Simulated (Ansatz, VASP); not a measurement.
# Hg in VASP and in Ansatz

```
Hg
1.0
     2.94657    0.00000    0.00000
     0.00000    2.94657    0.00000
     0.00000    0.00000    2.94657
Hg
1
Direct
  0.00000 0.00000 0.00000
```

Alike in both runs: functional PBEsol; k mesh 18 × 18 × 18; occupations gaussian, width 0.1 eV; no spin polarisation.

Ansatz relaxed the structure, and its values are those at the end. VASP's run is a single point on that final structure, the one shown.

```csv
,VASP,Ansatz
version,VASP 6.6.1,Ansatz 0.2.0
potentials or method,"VASP PAW PBE potentials, release 64 (Hg)","scalar-relativistic, plane waves, PAW"
plane-wave cutoff (eV),520,420
valence electrons in the cell,12,20
```

|  | VASP | Ansatz | Ansatz less VASP |
| --- | --- | --- | --- |
| gap on the k mesh at the Fermi level (eV) | none | none | - |
| pressure (GPa) | 0.4 | 0.0 | -0.41 |

A gap of «none» marks a metal or a gap that the smearing closes. With one functional, cell and mesh, what is left measures potentials, basis and numerics. The two sets of potentials don't hold the same shells in valence.

Caveats: the PAW data sets were made with another functional, which shifts forces and pressure a little (VASP). Spin-orbit coupling is left out, which matters for the levels of Hg.
